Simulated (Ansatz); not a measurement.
A generator proposed this cell of Hf.

```yaml
crystal:
  lattice:
    - [4.91627, 0.00000, 0.00000]
    - [-2.45813, 4.25761, 0.00000]
    - [0.00000, 0.00000, 3.35788]
  atoms:
    - { symbol: Hf, position: [0.00000, 0.00000, 0.00000] }
    - { symbol: Hf, position: [0.66667, 0.33333, 0.21818] }
    - { symbol: Hf, position: [0.33333, 0.66667, 0.78182] }
```

The calculation used DFT PBE, scalar-relativistic, plane waves, PAW (Ansatz). Cutoff 420 eV; k points 6×6×6 on the computed 3-atom cell (Γ-centred); Gaussian smearing, width 0.10 eV; no spin polarisation.

Energies count from the standard state of Hf at the same level.

Task: Estimate its pressure, forces and energy as it stands.

Result: The pressure is -2.1 GPa (the mean over three directions, positive in compression), the largest force is 1.00 eV/Å, and the energy is +0.32 eV/atom against the standard state. The shortest distance is 2.93 Å.

Task: How much does it gain on relaxing, and where does it end?

Result: Relaxing gains about 0.14 eV/atom (the start's value is from the coarse mesh, so the gain is rough) in 12 ionic steps and ends at +0.18 eV/atom on the finer mesh. The symmetry goes from P-3m1 (No. 164) to Im-3m (No. 229), and the primitive cell from 3 to 1 atom. The end has the bcc type. The volume per atom shrinks by 4.9 %, from 23.4 to 22.3 Å³. The shortest distance goes from 2.93 Å (Hf–Hf) to 3.07 Å (Hf–Hf). Conventional cell: a = 3.545 Å. Around Hf lie 8 Hf at 3.07 Å and 6 Hf at 3.54 Å.

The last run used a 22×22×22 mesh for its 1-atom cell and Gaussian smearing of 0.10 eV. These runs have no spin–orbit coupling, which can matter for Hf. The relaxation can't lower the symmetry of the start. A structure relaxed within its symmetry needn't be a true minimum. Another cell of Hf relaxed alike, in Fm-3m, lies 108 meV/atom lower, so this cell isn't the stable form at this level.
